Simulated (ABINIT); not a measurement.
The system is Ni.

```
Ni
1.0
     0.00000    1.73757    1.73757
     1.73757    0.00000    1.73757
     1.73757    1.73757    0.00000
Ni
1
Cartesian
  0.0000 0.0000 0.0000
```

Base run:

- Program: ABINIT 10.8.3 (patched build)
- Functional: PBE
- Potentials or basis: JTH PAW PBE v2.0
- Cutoff: 816 eV
- k mesh: 10 × 10 × 10
- Occupations: fermi-dirac, width 0.05 eV
- Spin: collinear spin, ferromagnetic start
- Starting moments: [1.0] μB

Its results: band gap on the k mesh none (metal or under the smearing width); net moment 0.72 μB per cell.

Question: The run is repeated on the same cell with these changes: k mesh from 10 × 10 × 10 to 5 × 5 × 5. What comes out?

Answer: Band gap on the k mesh none (metal or under the smearing width); net moment 0.00 μB per cell.

Caveats: some runs use coarse meshes.
